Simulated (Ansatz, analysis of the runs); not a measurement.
# A defect in a wire: Mo wire along [100], 4 atoms a period, Fe placed on top of one Mo, part 5 of 5

Wanted: the relaxed defect and the transmission past it, beside the channels of the perfect wire.

Ansatz 0.2.0; DFT PBE, plane waves, PAW; relaxation of a wire's period (the session's first sound run).

So far, conductance of the junction (G₀): step 5 (transmission) 2.10. Also conductance of the lead as this run defines it (G₀): step 3 (bands of the perfect wire) 3.01.

## Step 6: Landauer integrals

This step: Landauer integrals over the computed T(E), interpolated linearly between its energies (analysis of the runs above).

Conductance and thermopower are moments of T(E) over the thermal window; sliding the window along E stands for a gate that leaves T(E) rigid.

This step gave:

```
conductance at 300 K, interpolated from T(E) : 2.098 G₀
thermopower at 300 K                         : 1.077 μV/K
Lorenz number over L0                        : 1.019
spin polarisation of the transmission        : 15.13 %
```

T(E) held rigid; rough near sharp steps of T(E). Table of conductance at 300 K by shift of the leads' level:

shift of the leads' level (eV), conductance at 300 K (G₀) and a bar from the least value:
```
   -0.900       1.29 #
   -0.850       1.20 
   -0.800       1.33 #
   -0.750       1.84 ####
   -0.700       2.68 ##########
   -0.650       3.29 ##############
   -0.600       3.61 #################
   -0.550       3.81 ##################
   -0.500       3.97 ###################
   -0.450       4.13 ####################
   -0.400       4.29 #####################
   -0.350       4.38 ######################
   -0.300       4.20 #####################
   -0.250       3.46 ################
   -0.200       2.40 ########
   -0.150       2.00 ######
   -0.100       2.07 ######
   -0.050       2.12 ######
    0.000       2.10 ######
    0.050       2.11 ######
    0.100       2.24 #######
    0.150       2.42 ########
    0.200       2.71 ##########
    0.250       3.03 #############
    0.300       3.31 ###############
    0.350       3.54 ################
    0.400       3.75 ##################
    0.450       4.02 ####################
    0.500       4.50 #######################
    0.550       5.07 ###########################
    0.600       5.44 #############################
    0.650       5.54 ##############################
    0.700       5.28 ############################
    0.750       4.85 #########################
    0.800       4.68 ########################
    0.850       4.77 #########################
    0.900       4.85 #########################
```

T(E) held rigid; rough near sharp steps of T(E). Table of thermopower at 300 K by shift of the leads' level:

```
shift of the leads' level (eV)  thermopower at 300 K (μV/K)
                        -0.900                         12.5
                        -0.850                        -1.65
                        -0.800                        -34.4
                        -0.750                        -54.5
                        -0.700                        -40.5
                        -0.650                        -19.9
                        -0.600                        -10.5
                        -0.550                        -7.06
                        -0.500                        -5.80
                        -0.450                        -5.55
                        -0.400                        -4.40
                        -0.350                         1.54
                        -0.300                         15.2
                        -0.250                         39.4
                        -0.200                         46.2
                        -0.150                         8.85
                        -0.100                        -3.70
                        -0.050                       -0.903
                         0.000                         1.08
                         0.050                        -5.35
                         0.100                        -10.2
                         0.150                        -14.1
                         0.200                        -17.0
                         0.250                        -14.0
                         0.300                        -11.6
                         0.350                        -8.95
                         0.400                        -9.31
                         0.450                        -13.4
                         0.500                        -17.4
                         0.550                        -13.6
                         0.600                        -6.30
                         0.650                         1.77
                         0.700                         9.98
                         0.750                         9.29
                         0.800                        0.925
                         0.850                        -2.46
                         0.900                        0.463
```

The two levels move by half the bias each and T(E) is held rigid. Current from the zero-bias T(E) against bias:

```
bias (V)  current from the zero-bias T(E) (μA)
   0.000                                     0
   0.100                                  16.3
   0.200                                  32.8
   0.300                                  49.7
   0.400                                  67.8
   0.500                                  90.2
   0.600                                   118
   0.700                                   148
   0.800                                   179
   0.900                                   210
   1.000                                   242
   1.100                                   276
   1.200                                   310
   1.300                                   345
   1.400                                   378
   1.500                                   406
   1.600                                   431
   1.700                                   454
   1.800                                   477
   1.900                                   501
```

By hand, Mott's formula: S = −(π²k²T/3e) d ln T/dE, and π²k²T/3e = 7.33 μV/K × eV at 300 K. The computed T is 4.28 at -0.070 eV and 4.33 at +0.070 eV (both spins added), so d ln T/dE ≈ 0.0866 per eV and S ≈ -0.635 μV/K, against 1.08 from the integrals. The signs differ: ln T is not straight over the thermal window, so the sign is not firm.

The thermopower is 1.08 μV/K. The Lorenz ratio is 1.02, where the Wiedemann-Franz law gives 1. Moving the level by up to 0.1 eV either way gives -10 to 1.1 μV/K.

## Step 7: The wire at its relaxed period

This step: DFT PBE, plane waves, PAW; channels and complex bands of a perfect wire; changed: output.transmission.leads = [[0, 7]], scf.max_iter = 50 (Ansatz 0.2.0).

System of this step: Mo wire along [100], 4 atoms a period. The cell holds 4 atoms: 4 Mo. Its edges and angles: a = 9.960 Å, b = 9.960 Å, c = 3.059 Å, α = 90.0°, β = 90.0°, γ = 90.0°. Vacuum lies along a and b. The structure's axis is c.

The input of the run on the perfect lead is made doubtful on purpose.

The input, input.yaml:

```yaml
crystal:
  lattice:
    - [9.96, 0.0, 0.0]
    - [0.0, 9.96, 0.0]
    - [0.0, 0.0, 3.0593237114]
  atoms:
    - { symbol: Mo, position: [0.358203969, 0.5, 0.0] }
    - { symbol: Mo, position: [0.641796031, 0.5, 0.0] }
    - { symbol: Mo, position: [0.5, 0.358203969, 0.5] }
    - { symbol: Mo, position: [0.5, 0.641796031, 0.5] }
kpoints:
  mp_grid: { grid: [1, 1, 27] }
scf:
  occupations: { method: fermi_dirac, width: 0.05 }
  max_iter: 50
hamiltonian:
  xc: pbe
output:
  transmission:
    e_range: [-1.26, 1.26]
    de: 0.035
    kmesh: [1, 1]
    reduced_basis: true
    leads: [[0, 7]]
basis:
  ecutwfc: "350 eV"
```

Run with:

```console
$ ansatz run input.yaml --threads 4 --pin off --max-ram 16384MiB --backend cpu --events-out ev --progress --plain --runs-dir out
```

Output:

```text
Error: inconsistent input (output.transmission.leads, crystal): the lead [0, 7] names a site that the cell does not have: it has 4, counted from 0.
List the leads and leave barriers out. Name each by two sites of one ion a step apart, counted from 0. A search, which can't tell a lead from a barrier or a film with its gap, finds:
  [0, 0]  Mo4, period 3.0593 Å from a height of 1.60 Å
```

It took 0.06 s on 4 threads of Arm Neoverse V1, shared host; peak memory 0.09 GiB.

The input was rejected at the start.

The program's message: “Error: inconsistent input (output.transmission.leads, crystal): the lead [0, 7] names a site that the cell does not have: it has 4, counted from 0.”

The change that led to it: output.transmission.leads = [[0, 7]].

## Step 8: Summary of results

```
conductance of the perfect wire         : 3.01 G₀
conductance, Fe placed on top of one Mo : 2.10 G₀
thermopower, Fe placed on top of one Mo : 1.08 μV/K
```

In words: Summed over the computed window, 66 % of the lead's open channels pass the defect; the conductance at 300 K is 2.10 G₀. With Fe placed on top of one Mo, 70 % of the conductance of that run's own lead (3.00 G₀) is left. Transport is coherent and elastic here: the atoms are frozen, so scattering by vibrations plays no part. Adsorbates are named by the site where they were placed; the distances after each relaxation show where they ended. No search over magnetic orders was made; another may lie lower. In 1 run the program finds the step of the lead's Hamiltonian too large, so longer leads may change the transmission. The adsorbed Fe moved by 1.7 Å in the relaxation, so the site named is where it was put. A cutoff under the files' recommended one was taken to save time; its effect on T(E) was not tested here. The program marked the mesh across the current as unconverged: one point across may be too few, as where atoms come near their images or a face has no vacuum.

[Logs are printed without paths, hosts, clocks, repeated set-up lines and the standing remarks that a program may print on its own settings, such as how far it seeks lower states.]

[Hosts, paths, dates, database ids (printed as entryN), source tags and the programs' standing remarks are cut or masked in the printed files.]
